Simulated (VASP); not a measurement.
# SnTe (Immm) in VASP: single point with PBE

Aim: the single point of SnTe with PBE.

Program: VASP 6.6.1. These are calculated values, not measurements. Logs are shortened: lines on timing, memory, paths and dates and some standing lists are left out, and cuts for length are marked.

## Step 1: The cell of the first run

It takes space group Immm (No. 71, orthorhombic). Conventional cell: a = 4.454 Å, b = 4.567 Å, c = 6.379 Å, α = 90.00°, β = 90.00°, γ = 90.00°. Sn (site symmetry mmm) is surrounded by 6 Te at 3.19 Å. Te (site symmetry mmm) is surrounded by 6 Sn at 3.19 Å.

The cell was built by a generator and needn't be a form met in nature.

## Step 2: Single point, PBE (shear_xy strain -2.5%)

Input file INCAR:

```
SYSTEM = SnTe
PREC = Accurate
ENCUT = 520
EDIFF = 1E-6
ISMEAR = -1
SIGMA = 0.02
LREAL = .False.
LASPH = .True.
NELM = 100
ALGO = Normal
ISIF = 2
LWAVE = .False.
LCHARG = .False.
GGA = PE
NBANDS = 17
```

Input file KPOINTS:

```
regular mesh
0
Gamma
  8 8 8
  0 0 0
```

Input file POSCAR:

```
SnTe
1.0
   -0.0398666292      3.1893303343      3.1893303343
    3.1893303343     -0.0398666292      3.1893303343
    3.1494637051      3.1494637051      0.0000000000
Sn Te
1 1
Direct
    0.0000000000      0.0000000000      0.0000000000
    0.5000000000      0.5000000000      0.5000000000
```

Potentials or basis: VASP PAW PBE potentials, release 64 (Sn_d, Te).

The run is started by

```bash
$ cat potpaw_PBE.64/Sn_d/POTCAR potpaw_PBE.64/Te/POTCAR > POTCAR
$ mpirun -np 1 vasp_std > vasp.out
```

OUTCAR:

```text
SYSTEM = SnTe
   PREC = Accurate
   ENCUT = 520
   EDIFF = 1E-6
   ISMEAR = -1
   LREAL = .False.
   LASPH = .True.
   NELM = 100
   ISIF = 2
   GGA = PE

 ion  position               nearest neighbor table
   1  0.000  0.000  0.000-   2 3.19   2 3.19   2 3.19   2 3.19   2 3.19   2 3.19
   2  0.500  0.500  0.500-   1 3.19   1 3.19   1 3.19   1 3.19   1 3.19   1 3.19

  LATTYP: Found a body centered orthorhombic cell.
 ALAT       =     4.4540142860
 B/A-ratio  =     1.0253164557
 C/A-ratio  =     1.4321149999

  Lattice vectors:

 A1 = (   0.0398666292,  -3.1893303343,  -3.1893303343)
 A2 = (  -0.0398666292,   3.1893303343,  -3.1893303343)
 A3 = (   3.1893303343,  -0.0398666292,   3.1893303343)

Analysis of symmetry for initial positions (statically):
=====================================================================
 Subroutine PRICEL returns:
 Original cell was already a primitive cell.

 Routine SETGRP: Setting up the symmetry group for a
 body centered orthorhombic supercell.

 Subroutine GETGRP returns: Found  8 space group operations
 (whereof  8 operations were pure point group operations)
 out of a pool of  8 trial point group operations.

The static configuration has the point symmetry D_2h.

Analysis of symmetry for dynamics (positions and initial velocities):
=====================================================================
 Subroutine PRICEL returns:
 Original cell was already a primitive cell.

 Routine SETGRP: Setting up the symmetry group for a
 body centered orthorhombic supercell.

 Subroutine GETGRP returns: Found  8 space group operations
 (whereof  8 operations were pure point group operations)
 out of a pool of  8 trial point group operations.

The dynamic configuration has the point symmetry D_2h.

 Subroutine INISYM returns: Found  8 space group operations
 (whereof  8 operations are pure point group operations),
 and found     1 'primitive' translations

----------------------------------------------------------------------------------------

                                     Primitive cell

  volume of cell :      64.8725

  direct lattice vectors                    reciprocal lattice vectors
    -0.039866629  3.189330334  3.189330334    -0.154837257  0.154837257  0.156772723
     3.189330334 -0.039866629  3.189330334     0.154837257 -0.154837257  0.156772723
     3.149463705  3.149463705  0.000000000     0.158757188  0.158757188 -0.156772723

  length of vectors
     4.510570397  4.510570397  4.454014286     0.269308074  0.269308074  0.273834577

  position of ions in fractional coordinates (direct lattice)
     0.000000000  0.000000000  0.000000000
     0.500000000  0.500000000  0.500000000

  ion indices of the primitive-cell ions
   primitive index   ion index
                 1           1
                 2           2

----------------------------------------------------------------------------------------

 KPOINTS: regular mesh

Automatic generation of k-mesh.
 Grid dimensions read from file:
 generate k-points for:    8    8    8

 Generating k-lattice:

  Cartesian coordinates                     Fractional coordinates (reciprocal lattice)
    -0.019354657  0.019354657  0.019596590     0.125000000  0.000000000  0.000000000
     0.019354657 -0.019354657  0.019596590     0.000000000  0.125000000  0.000000000
     0.019844648  0.019844648 -0.019596590     0.000000000  0.000000000  0.125000000

  Length of vectors
     0.033663509  0.033663509  0.034229322

  Shift w.r.t. Gamma in fractional coordinates (k-lattice)
     0.000000000  0.000000000  0.000000000

 Subroutine IBZKPT returns following result:
 ===========================================

 Found     95 irreducible k-points:

 Following reciprocal coordinates:
            Coordinates               Weight
  0.000000  0.000000  0.000000      1.000000
  0.125000 -0.000000  0.000000      4.000000
  0.250000 -0.000000  0.000000      4.000000
  0.375000 -0.000000  0.000000      4.000000
  0.500000 -0.000000  0.000000      2.000000
  0.125000  0.125000  0.000000      2.000000
[... 16 lines left out ...]
  0.125000  0.000000  0.125000      4.000000
  0.250000  0.000000  0.125000      8.000000
 [... further k-points ...]
   k-points           NKPTS =     95   k-points in BZ     NKDIM =     95   number of bands    NBANDS=     17
   number of dos      NEDOS =    301   number of ions     NIONS =      2
   total plane-waves  NPLWV =  46656
   dimension x,y,z NGX =    36 NGY =   36 NGZ =   36
   dimension x,y,z NGXF=    72 NGYF=   72 NGZF=   72
   ions per type =               1   1
   NGX,Y,Z   is equivalent  to a cutoff of  13.27, 13.27, 13.44 a.u.
   NGXF,Y,Z  is equivalent  to a cutoff of  26.54, 26.54, 26.87 a.u.
 SYSTEM =  SnTe
   PREC   = accura    normal or accurate (medium, high low for compatibility)
   ISTART =      0    job   : 0-new  1-cont  2-samecut
   ICHARG =      2    charge: 1-file 2-atom 10-const
   ISPIN  =      1    spin polarized calculation?
   LNONCOLLINEAR =      F non collinear calculations
   LSORBIT =      F    spin-orbit coupling
   LASPH  =      T    aspherical Exc in radial PAW
   ENCUT  =  520.0 eV  38.22 Ry    6.18 a.u.   8.39  8.39  8.28*2*pi/ulx,y,z
   NELM   =    100;   NELMIN=  2; NELMDL= -5     # of ELM steps
   EDIFF  = 0.1E-05   stopping-criterion for ELM
   LREAL  =      F    real-space projection
   EDIFFG = 0.1E-04   stopping-criterion for IOM
   NSW    =      0    number of steps for IOM
   IBRION =     -1    ionic relax: 0-MD 1-quasi-New 2-CG
   NFREE  =      0    steps in history (QN), initial steepest desc. (CG)
   ISIF   =      2    stress and relaxation
   ISYM   =      2    0-nonsym 1-usesym 2-fastsym
   POTIM  = 0.5000    time-step for ionic-motion
   TEBEG  =    0.0;   TEEND  =   0.0 temperature during run
   PSTRESS=    0.0 pullay stress
   NELECT =      20.0000    total number of electrons
   NUPDOWN=      -1.0000    fix difference up-down
   EMIN   =  10.00;   EMAX   =-10.00  energy-range for DOS
   EFERMI =   0.00;   METHOD = LEGACY
   ISMEAR =    -1;   SIGMA  =   0.02  broadening in eV -4-tet -1-fermi 0-gaus
   EFERMI_NEDOS =   21; number of points for ismear=-14 and -15
   IALGO  =     38    algorithm
   IMIX   =      4    mixing-type and parameters
     AMIX     =   0.40;   BMIX     =  1.00
     AMIX_MAG =   1.60;   BMIX_MAG =  1.00
  volume/ion in A,a.u.               =      32.44       218.89
  Fermi-wavevector in a.u.,A,eV,Ry     =   1.105939  2.089922 16.641309  1.223102
  Thomas-Fermi vector in A             =   2.242433
   LORBIT       =      0    0 simple, 1 ext, 2 COOP (PROOUT), +10 PAW based schemes
   GGA     = PE    functional components
   LHFCALC =     F    Hartree Fock is set to
   AEXX    =    0.0000 exact exchange contribution
   IVDW    =     0    specifies the selected vdW correction
   LEPSILON=     F    determine dielectric tensor
   LRPA    =     F    only Hartree local field effects (RPA)
 non-spin polarized calculation
  energy-cutoff  :      520.00
  volume of cell :       64.87
 maximum number of plane-waves:      1775
 NGX is ok and might be reduce to    36
   NGX = 17   NGY = 17   NGZ = 17

 number of electron      20.0000001 magnetization

 Free energy of the ion-electron system (eV)
  ---------------------------------------------------
  ext. energy  EPLUGINS =         0.00000000
  ---------------------------------------------------
  free energy    TOTEN  =        -7.56045159 eV

  energy without entropy =       -7.56034980  energy(sigma->0) =       -7.56040069

 E-fermi :   6.5342     XC(G=0):  -9.3330

 val. band max:        6.4713120258   @ k =   0.0000   0.0000   0.5000
 cond. band min:       6.5951408951   @ k =   0.5000  -0.0000   0.0000
 fundamental gap:      0.1238288693
 Fermi energy:         6.5342320759

 k-point     1 :       0.0000    0.0000    0.0000
  band No.  band energies     occupation
      1     -15.3837      2.00000
      2     -15.3832      2.00000
      3     -15.3800      2.00000
      4     -15.3795      2.00000
      5     -15.3794      2.00000
      6      -6.0282      2.00000
[... 9 lines left out ...]
     16      11.4799      0.00000
     17      13.3429      0.00000

 k-point     2 :       0.1250   -0.0000    0.0000
  band No.  band energies     occupation
      1     -15.3843      2.00000
      2     -15.3837      2.00000
      3     -15.3796      2.00000
      4     -15.3788      2.00000
      5     -15.3787      2.00000
      6      -5.9059      2.00000
[... 9 lines left out ...]
     16      11.7870      0.00000
     17      14.2318      0.00000

 k-point     3 :       0.2500   -0.0000    0.0000
  band No.  band energies     occupation
      1     -15.3859      2.00000
      2     -15.3851      2.00000
      3     -15.3790      2.00000
      4     -15.3769      2.00000
      5     -15.3767      2.00000
      6      -5.5632      2.00000
[... 9 lines left out ...]
     16      12.6419      0.00000
     17      16.1389      0.00000

 k-point     4 :       0.3750   -0.0000    0.0000
  band No.  band energies     occupation
      1     -15.3876      2.00000
      2     -15.3866      2.00000
      3     -15.3784      2.00000
      4     -15.3748      2.00000
      5     -15.3745      2.00000
      6      -5.1088      2.00000
[... 9 lines left out ...]
     16      13.9694      0.00000
     17      16.5072      0.00000

 k-point     5 :       0.5000   -0.0000    0.0000
  band No.  band energies     occupation
      1     -15.3883      2.00000
      2     -15.3872      2.00000
      3     -15.3782      2.00000
      4     -15.3740      2.00000
      5     -15.3735      2.00000
      6      -4.8566      2.00000
[... 9 lines left out ...]
     16      15.3290      0.00000
     17      15.4173      0.00000

 k-point     6 :       0.1250    0.1250    0.0000
  band No.  band energies     occupation
      1     -15.3855      2.00000
      2     -15.3827      2.00000
      3     -15.3799      2.00000
      4     -15.3786      2.00000
      5     -15.3782      2.00000
      6      -5.8631      2.00000
[... 9 lines left out ...]
     16      12.2966      0.00000
     17      13.5238      0.00000

 k-point     7 :       0.2500    0.1250    0.0000
  band No.  band energies     occupation
      1     -15.3874      2.00000
      2     -15.3830      2.00000
      3     -15.3799      2.00000
      4     -15.3771      2.00000
      5     -15.3763      2.00000
      6      -5.5927      2.00000
[... 9 lines left out ...]
     16      13.2100      0.00000
     17      14.5946      0.00000

 k-point     8 :       0.3750    0.1250    0.0000
  band No.  band energies     occupation
      1     -15.3891      2.00000
      2     -15.3845      2.00000
      3     -15.3790      2.00000
      4     -15.3755      2.00000
      5     -15.3741      2.00000
      6      -5.1698      2.00000
[... 9 lines left out ...]
     16      14.5215      0.00000
     17      16.3339      0.00000
[... 203 lines left out ...]
      1     -15.3962      2.00000
      2     -15.3818      2.00000
      3     -15.3802      2.00000
      4     -15.3714      2.00000
      5     -15.3711      2.00000
      6      -4.6208      2.00000
[... 9 lines left out ...]
     16      15.9382      0.00000
     17      16.4889      0.00000

 k-point    20 :      -0.3750    0.3750    0.0000
  band No.  band energies     occupation
      1     -15.3943      2.00000
      2     -15.3821      2.00000
      3     -15.3798      2.00000
      4     -15.3727      2.00000
      5     -15.3718      2.00000
      6      -4.5433      2.00000
[... 9 lines left out ...]
     16      14.9848      0.00000
     17      16.9462      0.00000

 k-point    21 :       0.5000    0.5000    0.0000
  band No.  band energies     occupation
      1     -15.3978      2.00000
      2     -15.3827      2.00000
      3     -15.3792      2.00000
      4     -15.3705      2.00000
      5     -15.3705      2.00000
      6      -4.5689      2.00000
[... 9 lines left out ...]
     16      16.9812      0.00000
     17      17.3291      0.00000

 k-point    22 :       0.0000    0.0000    0.1250
  band No.  band energies     occupation
      1     -15.3840      2.00000
      2     -15.3838      2.00000
      3     -15.3793      2.00000
      4     -15.3792      2.00000
      5     -15.3788      2.00000
      6      -5.9019      2.00000
[... 9 lines left out ...]
     16      11.7046      0.00000
     17      14.2843      0.00000

 k-point    23 :       0.1250    0.0000    0.1250
  band No.  band energies     occupation
      1     -15.3852      2.00000
      2     -15.3830      2.00000
      3     -15.3802      2.00000
      4     -15.3784      2.00000
      5     -15.3782      2.00000
      6      -5.8629      2.00000
[... 9 lines left out ...]
     16      12.1584      0.00000
     17      13.5198      0.00000

 k-point    24 :       0.2500    0.0000    0.1250
  band No.  band energies     occupation
      1     -15.3870      2.00000
      2     -15.3834      2.00000
      3     -15.3801      2.00000
      4     -15.3768      2.00000
      5     -15.3764      2.00000
      6      -5.5960      2.00000
[... 9 lines left out ...]
     16      13.0846      0.00000
     17      14.5743      0.00000

 [... further k-points ...]
[... 5 lines left out ...]
  --------------------------------------------------------------------------------------
  -------------------------------------------------------------------------------------
  Total        0.2278618      0.2278618      0.2173219      0.1247918      0.0000000      0.0000000
  in kB        5.6275783      5.6275783      5.3672700      3.0820226      0.0000000      0.0000000
  external PRESSURE =       5.5408089 kB  Pullay stress =       0.0000000 kB

 VOLUME and BASIS-vectors are now :
 -----------------------------------------------------------------------------
  energy-cutoff  :      520.00
  volume of cell :       64.87
      direct lattice vectors                 reciprocal lattice vectors
    -0.039866629  3.189330334  3.189330334    -0.154837257  0.154837257  0.156772723
     3.189330334 -0.039866629  3.189330334     0.154837257 -0.154837257  0.156772723
     3.149463705  3.149463705  0.000000000     0.158757188  0.158757188 -0.156772723

 POSITION                                       TOTAL-FORCE (eV/Angst)
 -----------------------------------------------------------------------------------
      0.00000      0.00000      0.00000        -0.000000     -0.000000      0.000000
      3.14946      3.14946      3.18933         0.000000      0.000000     -0.000000
 -----------------------------------------------------------------------------------
    total drift:                               -0.000000      0.000000      0.000000

  FREE ENERGIE OF THE ION-ELECTRON SYSTEM (eV)
  ---------------------------------------------------
  free  energy   TOTEN  =        -7.5604515884 eV

  energy  without entropy=       -7.5603497995  energy(sigma->0) =       -7.56040069
```

Wall time 34 s (1 thread of Intel Xeon 6975P-C (Granite Rapids), shared host); peak memory 0.27 GiB.

Results:

| Quantity | Value |
| --- | --- |
| Free energy | -7.5605 eV |
| Pressure | 0.6 GPa |
| Band gap on the k mesh | none (metal or under the smearing width) |

Stress tensor (GPa, compression positive):
```
0.56 0.31 0.00
0.31 0.56 0.00
0.00 0.00 0.54
```

Spin-orbit coupling is left out, which matters for the levels of Te.
